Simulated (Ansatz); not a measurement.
One crystal and one scan (energy over volume and axial ratio) at two levels, PBE (plane waves to 420 eV, PAW, scalar-relativistic; Ansatz, an electronic-structure program) and PBEsol (plane waves to 420 eV, PAW, scalar-relativistic; Ansatz), each from its own relaxed cell and on its own mesh. The cell shown is that of PBE.

CsPbI₃ (cubic perovskite)

```
CsPbI3
1.0
    6.39047     0.00000     0.00000
    0.00000     6.39047     0.00000
    0.00000     0.00000     6.39047
Cs Pb I
1 1 3
Direct
  0.00000   0.00000   0.00000
  0.50000   0.50000   0.50000
  0.00000   0.50000   0.50000
  0.50000   0.50000   0.00000
  0.50000   0.00000   0.50000
```

Grid over V/V₀ and (c/a)/(c/a)₀, subscript 0 meaning the relaxed cell; the conventional c axis lies along z; no internal relaxation.

E stands for the smeared free energy. CsPbI3 was relaxed with its symmetry unable to fall. Spin-orbit coupling is left out, though I and Pb are heavy. This is a high-temperature form of CsPbI3. Percentages come from the unrounded values. Both scans cover V/V₀ from 0.920 to 1.080 and (c/a)/(c/a)₀ from 0.880 to 1.120.

```
quantity                                                       PBE  PBEsol     PBE − PBEsol
-----------------------------------------------------------  -----  ------  ---------------
Lattice constant a (Å)                                       6.390   6.247  +0.143 (+2.3 %)
Band gap of the relaxed cell, no spin-orbit coupling (eV)     1.48    1.19    +0.29 (+24 %)
Shear modulus C′ = (C11 − C12)/2 (fit, atoms clamped) (GPa)   14.7    19.3     -4.6 (-24 %)
```

PBE gives the higher value for: lattice constant a; band gap of the relaxed cell, no spin-orbit coupling. PBE gives the lower value for: shear modulus C′.

(A scan under strain: stresses follow from slopes of the energy per volume, elastic moduli from its curvatures.)
